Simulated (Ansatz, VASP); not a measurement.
## One calculation of CdTe, two programs

```
Te Cd
1.0
     0.00000    3.18349    3.18349
     3.18349    0.00000    3.18349
     3.18349    3.18349    0.00000
Te Cd
1 1
Direct
  0.75000 0.75000 0.75000
  0.00000 0.00000 0.00000
```

Alike in both runs: task single point; functional PBEsol; k mesh 7 × 7 × 7; occupations fermi-dirac, width 0.05 eV; no spin polarisation.

|  | VASP | Ansatz |
| --- | --- | --- |
| version | VASP 6.6.1 | Ansatz 0.2.0 |
| potentials or method | VASP PAW PBE potentials, release 64 (Te, Cd) | Ansatz PAW |
| plane-wave cutoff (eV) | 520 | 420 |
| valence electrons in the cell | 18 | 36 |

|  | VASP | Ansatz | Ansatz less VASP |
| --- | --- | --- | --- |
| gap on the k mesh at the Fermi level (eV) | 0.82 | 0.82 | -0.005 |
| least direct gap on the mesh (eV) | 0.82 | 0.82 | -0.005 |
| pressure (GPa) | 2.9 | 2.7 | -0.20 |

The two sets of potentials don't hold the same shells in valence.

Caveats: spin-orbit coupling is left out, which moves the levels of the heavy elements; the PAW data sets were made with another functional, which shifts forces and pressure a little (VASP); odd divisions of the mesh miss points on the zone boundary, where band edges often lie, so the gap on the mesh can be too wide (Ansatz); the PAW data sets come from PBE, with cores solved anew for the run's functional, which leaves a small shift of forces and pressure (Ansatz).
